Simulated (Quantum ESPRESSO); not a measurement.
Crystal: HfO2.

```
CELL_PARAMETERS angstrom
3.55802 0.00000 0.00000
0.00000 3.55802 0.00000
0.00000 0.00000 5.17186
ATOMIC_POSITIONS crystal
Hf 0.00000 0.00000 0.00000
Hf 0.50000 0.50000 0.50000
O 0.00000 0.50000 0.19721
O 0.50000 0.00000 0.30279
O 0.50000 0.00000 0.80279
O 0.00000 0.50000 0.69721
```

Measurements of this composition are mostly on another form, of space group No. 14.

Base run:

```yaml
Program: Quantum ESPRESSO 7.5
Functional: PBE
Potentials_or_basis: GBRV 1.5 PBE
Cutoff: 612 eV
Density_cutoff: 4898 eV
k_mesh: 6 × 6 × 4, shifted
Occupations: fermi-dirac, width 0.05 eV
Spin: no spin polarisation
```

Its results: pressure 8.2 GPa; largest force 0.140 eV/Å; electronic dielectric tensor (diagonal) 5.14, 5.14, 4.64.

Problem. The run is repeated on the same cell with these changes: functional from PBE to PBEsol; potentials or basis from GBRV 1.5 PBE to GBRV 1.5 PBEsol. What comes out?

Solution. Pressure 0.0 GPa; largest force 0.093 eV/Å; electronic dielectric tensor (diagonal) 5.22, 5.22, 4.71.

Caveats: the cell is more than 3 GPa from zero pressure, which shifts response properties (some runs).
